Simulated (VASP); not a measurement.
Method: PBE GGA with D3 dispersion (Becke-Johnson damping), VASP's PBE PAW potentials (set 64) (plane waves; VASP 6.6.1).

The input files of a VASP run:

### POSCAR
```
AlSb
1
    0.0000000000     3.0784458068     3.0784458068
    3.0784458068     0.0000000000     3.0784458068
    3.0784458068     3.0784458068    -0.0000000000
Al Sb
1 1
Direct
  0.0000000000   0.0000000000   0.0000000000
  0.2500000000   0.2500000000   0.2500000000
```

### KPOINTS
```
Automatic mesh
0
Gamma
8 8 8
0 0 0
```

**INCAR**
```
ALGO = Normal
EDIFF = 1E-7
ENCUT = 520
GGA = PE
ISIF = 2
ISMEAR = -5
IVDW = 12
LASPH = T
LCHARG = T
LMAXMIX = 4
LORBIT = 11
LREAL = F
LWAVE = F
NEDOS = 601
NELM = 100
PREC = Accurate
SYSTEM = AlSb
```

POTCAR, in this order: Al Sb (PBE.64 set). Program: vasp_std.

The resulting files:

### OSZICAR
```
       N       E                     dE             d eps       ncg     rms          rms(c)
DAV:   1     0.173403335354E+02    0.17340E+02   -0.29402E+03   464   0.744E+02
DAV:   2    -0.771189074100E+01   -0.25052E+02   -0.24795E+02   560   0.884E+01
DAV:   3    -0.827992469737E+01   -0.56803E+00   -0.56803E+00   664   0.172E+01
DAV:   4    -0.828269513138E+01   -0.27704E-02   -0.27704E-02   648   0.143E+00
DAV:   5    -0.828270942364E+01   -0.14292E-04   -0.14292E-04   672   0.905E-02    0.342E+00
DAV:   6    -0.821946961369E+01    0.63240E-01   -0.87334E-02   488   0.144E+00    0.212E+00
DAV:   7    -0.819934232670E+01    0.20127E-01   -0.89443E-02   568   0.162E+00    0.409E-01
DAV:   8    -0.820011735363E+01   -0.77503E-03   -0.63202E-03   480   0.467E-01    0.963E-02
DAV:   9    -0.820041254226E+01   -0.29519E-03   -0.51861E-04   584   0.153E-01    0.277E-02
DAV:  10    -0.820044292900E+01   -0.30387E-04   -0.30499E-05   632   0.333E-02    0.148E-02
DAV:  11    -0.820047155805E+01   -0.28629E-04   -0.51768E-05   520   0.483E-02    0.383E-03
DAV:  12    -0.820047200014E+01   -0.44210E-06   -0.54183E-07   672   0.554E-03    0.226E-03
DAV:  13    -0.820047214553E+01   -0.14539E-06   -0.62781E-08   536   0.184E-03    0.121E-03
DAV:  14    -0.820047217580E+01   -0.30274E-07   -0.20405E-08   280   0.687E-04
   1 F= -.88395445E+01 E0= -.88395445E+01  d E =0.000000E+00
```

### OUTCAR
```
------------------------ aborting loop because EDIFF is reached ----------------------------------------
 Edisp (eV)   -0.63907
  FORCE on cell =-STRESS in cart. coord.  units (eV):
  Direction    XX          YY          ZZ          XY          YZ          ZX
  --------------------------------------------------------------------------------------
  Total       0.00156     0.00156     0.00156     0.00000    -0.00000    -0.00000
  in kB       0.04278     0.04278     0.04278     0.00000    -0.00000    -0.00000
  external pressure =        0.04 kB  Pullay stress =        0.00 kB
  volume of cell :       58.35
      direct lattice vectors                 reciprocal lattice vectors
     0.000000000  3.078445807  3.078445807    -0.162419621  0.162419621  0.162419621
     3.078445807  0.000000000  3.078445807     0.162419621 -0.162419621  0.162419621
     3.078445807  3.078445807  0.000000000     0.162419621  0.162419621 -0.162419621
 POSITION                                       TOTAL-FORCE (eV/Angst)
 -----------------------------------------------------------------------------------
      0.00000      0.00000      0.00000        -0.000000     -0.000000     -0.000000
      1.53922      1.53922      1.53922         0.000000      0.000000      0.000000
 -----------------------------------------------------------------------------------
    total drift:                               -0.000000     -0.000000     -0.000000
  FREE ENERGIE OF THE ION-ELECTRON SYSTEM (eV)
  ---------------------------------------------------
  free  energy   TOTEN  =        -8.8395445248 eV

  energy  without entropy=       -8.8395445248  energy(sigma->0) =       -8.83954452

 total charge

# of ion       s       p       d       tot
------------------------------------------
    1        0.417   0.355   0.000   0.773
    2        1.110   1.416   0.023   2.549
--------------------------------------------------
tot          1.527   1.771   0.023   3.321
```
(Selected blocks of OUTCAR.)

The compound is AlSb in the zinc blende structure. It was relaxed first.
